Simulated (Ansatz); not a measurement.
Vibrational response of SiC at -19.4 GPa

Method: DFT LDA, scalar-relativistic, plane waves, PAW (Ansatz). Settings: 420 eV plane-wave cutoff, Γ-centred 18×18×18 mesh, Fermi-Dirac smearing of 0.15 eV. No spin polarisation. Phonons by linear response, acoustic sum rule imposed.

The cell is fixed (symmetry leaves no force on the atoms) and stands under -19.4 GPa:
```xyz
2
Lattice="0.0000 2.0645 2.0645 2.0645 0.0000 2.0645 2.0645 2.0645 0.0000" Properties=species:S:1:pos:R:3 pbc="T T T"
C     0.0000    0.0000    0.0000
Si    2.0645    2.0645    2.0645
```

The cell is the ideal cubic rocksalt prototype; this isn't the usual structure of the compound. In a metal, frequencies and elastic constants depend on the k mesh and the smearing, soft modes and shear constants most.

(1) Is this structure stable against zone-centre distortions?

(2) List the optical modes at Γ (i marks imaginary ones).

Results:

(1) Yes, at Γ: no optical mode is imaginary. Strains and other wave vectors aren't tested by this run.

(2)
| frequency (THz) | degeneracy |
| --- | --- |
| 8.10 | 3 |

Cost: 1 run of about 0.48 core-minutes, on Intel Xeon Processor @ 2.50GHz (Skylake/Cascade Lake) (shared hosts).